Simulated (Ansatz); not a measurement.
A plane-wave DFT run in Ansatz 0.2.0 (scalar-relativistic PAW potentials unless the input names others): input and command.

```yaml
crystal:
  lattice:
    - [0.0, 1.58331242, 1.11940188]
    - [1.58331242, 0.0, 1.11940188]
    - [1.58331242, 1.58331242, 0.0]
  atoms:
    - { symbol: Mo, position: [0.0, 0.0, 0.0] }
basis:
  ecutwfc: 500
kpoints:
  mp_grid: { grid: [22, 22, 22] }
hamiltonian:
  xc: r2scan
scf:
  occupations: { method: gaussian, width: 0.15 }
  max_iter: 50
output:
  forces: true
  eigenvalues: true
  stress: true
```

```bash
ansatz run input.yaml --threads 1 --pin off --max-ram 1228MiB --backend cpu --events-out ev --progress --plain --runs-dir out
```

Abridged log:
```
Basis set: ecut = 500 eV, 141 PW (Γ), exchange–correlation on 60×60×72 points (64 copies of the dense FFT grid, shifted against one another)
Bands: 11, of which v1, the nominal top of the filled ones, is band 7 counted from 1 (6 counted from 0)
Symmetry: 16 space group operations
k-points: 834 of 10648
SCF iter   1: F=—  HF=-4939.522568 eV  |F-HF|=—  |Δ(HF+E_count)|=         —  Δρ=5.98e-1  dr2=4.55e0  dr2_τ=1.38e0  ethr=1.77e-3  ⟨swp⟩=4.4  Hψ=52220  notcnv=0
SCF iter   2: F=—  HF=-4941.019683 eV  |F-HF|=—  |Δ(HF+E_count)|=    1.50e0  Δρ=2.96e-1  dr2=1.02e0  dr2_τ=4.24e-1  ethr=1.77e-3  ⟨swp⟩=3.0  Hψ=27272  notcnv=0  defer=200
SCF iter   3: F=—  HF=-4941.089161 eV  |F-HF|=—  |Δ(HF+E_count)|=   6.95e-2  Δρ=2.20e-2  dr2=6.37e-3  dr2_τ=5.37e-3  ethr=1.77e-3  ⟨swp⟩=3.0  Hψ=20410  notcnv=0  defer=200
SCF iter   4: F=—  HF=-4941.099042 eV  |F-HF|=—  |Δ(HF+E_count)|=   9.88e-3  Δρ=3.01e-3  dr2=7.82e-5  dr2_τ=4.20e-5  ethr=4.55e-5  ⟨swp⟩=2.0  Hψ=15432  notcnv=0  defer=200
SCF iter   5: F=—  HF=-4941.099210 eV  |F-HF|=—  |Δ(HF+E_count)|=   1.68e-4  Δρ=1.64e-4  dr2=3.56e-7  dr2_τ=4.20e-7  ethr=5.59e-7  ⟨swp⟩=2.0  Hψ=15127  notcnv=0  defer=196
SCF iter   6: F=-4941.099209 eV  HF=-4941.099209 eV  |F-HF|=9.77e-10  |Δ(HF+E_count)|=   2.64e-7  Δρ=1.83e-5  dr2=7.92e-9  dr2_τ=1.57e-9  ethr=7.14e-10  ⟨swp⟩=7.6  Hψ=55891  notcnv=0
SCF 1 converged in 6 iterations: F = -4941.099209 eV  dr2 = 7.92e-9
SCF converged after 6 iterations
Free energy (F): -4941.099209 eV
Harris-Foulkes:  -4941.099209 eV  (|F-HF|=9.77e-10)
Internal energy: -4941.093927 eV  (E = F + TS)
E sigma→0 (E₀):  -4941.096568 eV
Entropy (-TS):   -0.005283 eV (-5.283 meV/atom)
Fermi energy:    62.588222 eV
--- Forces (eV/Å), atoms counted from 1 ---
  atom   1  Mo     0.00000000     0.00000000     0.00000000
--- Stress (GPa, compression-positive) ---
     1948.929893       0.000000       0.000000
        0.000000    1948.929893       0.000000
        0.000000       0.000000    1948.875871
  P = ⅓ Tr σ = 1948.9119 GPa (19489.119 kbar)
```

Task: The run was meant for a cell not far from equilibrium. What is wrong with this input?

Result: The fault is a lattice far too small (lattice vectors times 0.700). Setting it back cures it. The run converged all the same, with an energy at zero smearing 26.5 eV/atom above the reference's, pressure 1948.91 GPa, largest force 0.000 eV/Å, no gap on the mesh, so convergence alone doesn't show that an input is right. A reference run of the cell with lattice vectors 0.0000 2.2619 1.5991; 2.2619 0.0000 1.5991; 2.2619 2.2619 0.0000 Å and the atoms in their places converged with pressure -11.12 GPa, largest force 0.000 eV/Å, no gap on the mesh.